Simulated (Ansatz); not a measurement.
Crystal: Pb.

```
Pb
1.0
     0.00000    2.47502    2.47502
     2.47502    0.00000    2.47502
     2.47502    2.47502    0.00000
Pb
1
Direct
  0.00000 0.00000 0.00000
```

Base run:

- Program: Ansatz 0.2.0
- Functional: BLYP
- Potentials or basis: Ansatz PAW
- Cutoff: 420 eV (not typed: the program's choice for these potentials)
- k mesh: 9 × 9 × 9
- Occupations: fermi-dirac, width 0.05 eV
- Spin: no spin polarisation

Its results: band gap on the k mesh none (metal or under the smearing width); pressure 5.9 GPa.

The run is repeated on the same cell with these changes: functional from BLYP to PBE; cutoff from 420 eV (not typed: the program's choice for these potentials) to 500 eV. What comes out?

Band gap on the k mesh none (metal or under the smearing width); pressure 2.3 GPa.

PBE binds more tightly than BLYP, so the same cell stands under less pressure.

Caveats: spin-orbit coupling is left out, which moves the levels of the heavy elements (some runs); the PAW data sets come from PBE, with cores solved anew for the run's functional, which leaves a small shift of forces and pressure (some runs).
